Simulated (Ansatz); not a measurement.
**AlCu3: a hydrostatic pressure series**

A pressure series on AlCu3 (-1 to 25 GPa): equation of state, axes and gap.

Method: DFT PBEsol, scalar-relativistic, plane waves, PAW, in Ansatz 0.2.0.

1 further run of the same task is left out (set aside as unsound or not needed).

## 1. The system as given

The structure is hexagonal, space group P6_3/mmc (No. 194). Conventional cell: a = 5.141 Å, b = 5.141 Å, c = 4.179 Å, α = 90.00°, β = 90.00°, γ = 120.00°. Al (site symmetry -6m2) has 12 Cu at 2.57 Å in its first shell of neighbours. Around Cu (site symmetry mm2) lie 8 Cu at 2.55 to 2.59 Å and 4 Al at 2.57 Å.

Structure file:

```
Al Cu
1.0
     5.14073    0.00000    0.00000
    -2.57036    4.45200    0.00000
     0.00000    0.00000    4.17875
Al Cu
2 6
Direct
  0.66667 0.33333 0.25000
  0.33333 0.66667 0.75000
  0.33062 0.16531 0.75000
  0.83469 0.16531 0.75000
  0.83469 0.66938 0.75000
  0.66938 0.83469 0.25000
  0.16531 0.83469 0.25000
  0.16531 0.33062 0.25000
```

It goes back to an entry of the Materials Project, which need not be the stable form.

This cell was relaxed beforehand with the same method: volume 11.95 Å³/atom, gap on the mesh none (metal).

## 2. Relaxing at -1 GPa

The input, input.yaml:

```yaml
crystal:
  lattice:
    - [5.1578862522, 0.0, 0.0]
    - [-2.5789431261, 4.4668605242, 0.0]
    - [0.0, 0.0, 4.1927014575]
  atoms:
    - { symbol: Al, position: [0.6666666667, 0.3333333333, 0.25] }
    - { symbol: Al, position: [0.3333333333, 0.6666666667, 0.75] }
    - { symbol: Cu, position: [0.3306224908, 0.1653112454, 0.75] }
    - { symbol: Cu, position: [0.8346887546, 0.1653112454, 0.75] }
    - { symbol: Cu, position: [0.8346887546, 0.6693775092, 0.75] }
    - { symbol: Cu, position: [0.6693775092, 0.8346887546, 0.25] }
    - { symbol: Cu, position: [0.1653112454, 0.8346887546, 0.25] }
    - { symbol: Cu, position: [0.1653112454, 0.3306224908, 0.25] }
basis:
  ecutwfc: 420
kpoints:
  mp_grid: { grid: [12, 12, 8] }
hamiltonian:
  xc: pbesol
scf:
  occupations: { method: gaussian, width: 0.1 }
output:
  forces: true
  stress: true
  eigenvalues: true
relax:
  adjacent_minimum: "off"
  f_tol: 0.008
  max_steps: 50
  cell: { stress_tol: 0.08, p_target: -1.0 }
```

Launch:

```console
ansatz run input.yaml --threads 2 --pin off --max-ram 5120MiB --backend cpu --events-out ev --progress --plain --runs-dir out
```

The session goes on with these runs: target pressure 1 GPa; relaxing at 4 GPa; target pressure 12 GPa; 25 GPa.

**Question.** What will these runs give? Wanted: bulk modulus B0; B0'.

**Answer**, as computed:

| quantity | value |
| --- | --- |
| volume at 25 GPa | 10.57 Å³/atom, V/V0 = 0.885 |
| bulk modulus B0 (third-order Birch-Murnaghan) | 153 GPa |
| B0' | 4.7 |

Up to 25 GPa the volume falls by 11.5 %. The points follow one equation of state, B0 = 153 GPa. The symmetry of the start is kept, so a transition to another structure would not show.
